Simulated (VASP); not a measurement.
A convergence study with VASP on AlSb (zinc blende): one setting is varied, all else stays as given below, so the limit is that of these other settings.

```
AlSb
1.0
    0.00000     3.07000     3.07000
    3.07000     0.00000     3.07000
    3.07000     3.07000     0.00000
Al Sb
1 1
Direct
  0.00000   0.00000   0.00000
  0.25000   0.25000   0.25000
```

The numbers are results of PBE GGA, VASP's PBE PAW potentials (set 64) (plane waves; VASP), not measurements. The tightest run used: 550 eV cut-off, 16×16×16 Γ-centred mesh, tetrahedra with Blöchl corrections, potentials Al Sb.

Gaps are read on the run's mesh, which can miss a band edge.

```csv
setting,E (eV/atom),pressure (GPa),gap on the mesh (eV),irreducible k-points
3×3×3 mesh,-3.8714,3.41,1.325,4
4×4×4 mesh,-4.0323,2.71,1.198,8
5×5×5 mesh,-4.0764,2.52,1.214,10
```

Question: These are the cheaper rows. Estimate the results at 16×16×16 mesh, and how far the last row shown lies from them.

Answer: 
| quantity | tightest run | last row shown is off by |
|---|---|---|
| E (eV/atom) | -4.0982 | 0.0218 |
| pressure (GPa) | 2.45 | 0.06 |
| gap on the mesh (eV) | 1.198 | 0.016 |

Left out are rungs that failed or repeat a setting and relaxations that didn't move; long series are thinned to 24 rows.

The compound is AlSb in the zinc blende structure. The cell was not relaxed at this level.
